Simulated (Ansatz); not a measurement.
# Na2S: the cost of one run

Computed with Ansatz 0.2.0 (DFT PBE, scalar-relativistic, plane waves, PAW, unless a step's input says otherwise).

1 further run of the same task is left out (set aside as unsound or not needed).

**1. The structure to begin with**

The structure is cubic, space group Fm-3m (No. 225). The conventional cell has a = 6.568 Å, b = 6.568 Å, c = 6.568 Å, α = 90.00°, β = 90.00°, γ = 90.00°. Around Na (site symmetry -43m) lie 4 S at 2.84 Å. Around S (site symmetry m-3m) lie 8 Na at 2.84 Å.

As a file:

```
Na S
1.0
     0.00000    3.28401    3.28401
     3.28401    0.00000    3.28401
     3.28401    3.28401    0.00000
Na S
2 1
Direct
  0.25000 0.25000 0.25000
  0.75000 0.75000 0.75000
  0.00000 0.00000 0.00000
```

It is the result of an earlier relaxation at this level (volume 23.61 Å³/atom; gap on the mesh: 2.45 eV).

**2. Bands, states and charges**

input.yaml reads:

```yaml
crystal:
  lattice:
    - [0.0, 3.2840057951, 3.2840057951]
    - [3.2840057951, 0.0, 3.2840057951]
    - [3.2840057951, 3.2840057951, 0.0]
  atoms:
    - { symbol: Na, position: [0.25, 0.25, 0.25] }
    - { symbol: Na, position: [0.75, 0.75, 0.75] }
    - { symbol: S, position: [0.0, 0.0, 0.0] }
basis:
  ecutwfc: 420
kpoints:
  mp_grid: { grid: [8, 8, 8] }
  band_path:
    path:
      - [[0.0, 0.0, 0.0], [0.5, 0.0, 0.5], [0.625, 0.25, 0.625]]
      - [[0.375, 0.375, 0.75], [0.0, 0.0, 0.0], [0.5, 0.5, 0.5], [0.5, 0.25, 0.75], [0.5, 0.0, 0.5]]
    npoints: 14
hamiltonian:
  xc: pbe
scf:
  occupations: { method: gaussian, width: 0.02 }
  n_extra_bands: 7
output:
  forces: true
  stress: true
  eigenvalues: true
  populations: true
  dos: { projected: true, de: 0.02, nscf_kmesh: { grid: [12, 12, 12] } }
  bader: true
  write_density: true
  write_potential: true
  elf: true
  volumetric_format: npy
```

The run is started by

```console
ansatz run input.yaml --threads 1 --pin off --max-ram 2560MiB --backend cpu --events-out ev --progress --plain --runs-dir out
```

Q: Estimate wall time and peak memory on 1 thread of AMD EPYC 7R43 (Zen 3), shared host.

About 22 s, with a peak of 0.4 GiB.
